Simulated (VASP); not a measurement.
Input of a VASP 6.6.1 run:

Contents of INCAR:

```
PREC = Accurate
ENCUT = 600
EDIFF = 1E-6
ISMEAR = 0
SIGMA = 0.02
LREAL = False
LASPH = True
NELM = 120
ALGO = Fast
ISIF = 3
LWAVE = False
LCHARG = False
GGA = PS
IBRION = 2
NSW = 60
EDIFFG = -0.005
```

File KPOINTS:

```
regular mesh
0
Gamma
  12 12 12
```

The input POSCAR:

```
LiF
1.0
    0.0000000000      2.0100000000      2.0100000000
    2.0100000000      0.0000000000      2.0100000000
    2.0100000000      2.0100000000      0.0000000000
Li F
1 1
Direct
    0.0000000000      0.0000000000      0.0000000000
    0.5000000000      0.5000000000      0.5000000000
```

Potentials or basis: VASP PAW PBE potentials, release 64 (Li_sv, F).

Command:

```sh
$ cat potpaw_PBE.64/Li_sv/POTCAR potpaw_PBE.64/F/POTCAR > POTCAR
$ mpirun -np 1 vasp_std > vasp.out
```

Q: What does it give for the band gap on the k mesh?

A: 9.12 eV, direct.

Q: What does it give for the space group after relaxing (to 0.05 Å)?

A: Fm-3m (No. 225).

Q: What does it give for the relaxed volume?

A: 7.99 Å³/atom.

Q: Estimate the relaxed cell.

A: a = 2.827 Å, b = 2.827 Å, c = 2.827 Å, α = 60.00°, β = 60.00°, γ = 60.00°.

Step by step:
| step | energy change (eV) | largest force (eV/Å) | pressure (GPa) | volume (Å³) |
| --- | --- | --- | --- | --- |
| 1 | 0.0000 | 0.0000 | -1.23 | 16.24 |
| 2 | -0.0008 | 0.0000 | -0.57 | 16.10 |
| 3 | -0.0010 | 0.0000 | -0.01 | 15.97 |

Caveat: the cutoff is under 1.25 times the usual one of these potentials, so pressure, stress and relaxed cells hold a basis-set (Pulay) error; the PAW data sets were made with another functional, which shifts forces and pressure a little. A k mesh can miss the band edges.
